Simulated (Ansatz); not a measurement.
Runs of Ansatz 0.2.0 on Mg. The structure is cubic, space group Im-3m (No. 229). Conventional cell: a = 3.546 Å, b = 3.546 Å, c = 3.546 Å, α = 90.00°, β = 90.00°, γ = 90.00°. Around Mg (site symmetry m-3m) lie 8 Mg at 3.07 Å. This isn't the form of Mg at room conditions, which is hcp.

```csv
level,gap on the mesh (eV),pressure (GPa),relaxed volume (Å³/atom)
PBE,none,0.0,22.84
PBE+D4,none,0.0,22.26
PBE+D3(BJ),none,0.0,(a)
PBE+D3(BJ)-ATM,none,0.0,21.75
```

Alike in all rows: task relaxation of cell and atoms; potentials or basis Ansatz PAW; no spin polarisation; cell relaxed; k mesh 11 × 11 × 11; cutoff (eV) 420; smearing fermi-dirac 0.05 eV.

Problem. Estimate the missing entries.

Solution. (a) 21.61.

Caveats: the plane-wave basis is chosen anew once the cell has moved, so the energies of steps on either side of that aren't comparable; pairwise dispersion overbinds metals, which lowers pressure and volume (some runs).

A gap of «none» marks a metal or a gap under the smearing width.
